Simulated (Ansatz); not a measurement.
**AlNi$_{3}$: random displacements**

Computed with DFT PBEsol, scalar-relativistic, plane waves, PAW (Ansatz). The runs took a 420 eV cutoff, a Γ-centred 14×14×14 mesh and Gaussian smearing (0.15 eV). No spin polarisation. A magnetic state may lie lower. Energies are free energies at this smearing, counted from the undisturbed cell; pressure is positive in compression.

The starting cell (relaxed at this level; it needn't be the usual structure):

```
Al Ni
1.0
     0.00000    2.79841    2.79841
     2.79841    0.00000    2.79841
     2.79841    2.79841    0.00000
Al Ni
1 3
Direct
  0.50000 0.50000 0.50000
  0.25000 0.25000 0.25000
  0.00000 0.00000 0.00000
  0.75000 0.75000 0.75000
```

The atoms are displaced (Å, in the unstrained cell):

| atom | ux | uy | uz |
| --- | --- | --- | --- |
| Al1 | -0.057 | 0.037 | 0.000 |
| Ni2 | 0.043 | -0.029 | -0.004 |
| Ni3 | -0.014 | -0.012 | 0.056 |
| Ni4 | 0.028 | 0.005 | -0.052 |

Strain (Voigt, engineering shear): (0.0085, -0.0316, 0.0063, -0.1082, -0.0020, 0.0131).

(1) What are the energy change, the stress and the forces?

Answers

(1) ΔE = 93.1 meV/atom; stress (xx, yy, zz, yz, xz, xy; compression positive) (9.01, 7.05, 7.18, 17.32, -1.21, -2.89) GPa.
```
atom Fx (eV/Å) Fy Fz
 Al1       0.92  -0.54  -0.37
 Ni2      -0.59   0.44   0.47
 Ni3       0.35  -0.23  -0.76
 Ni4      -0.68   0.33   0.66
```

Cost: 1 run of about 2.5 core-minutes, on Intel Xeon Platinum 8488C (Sapphire Rapids) (shared hosts).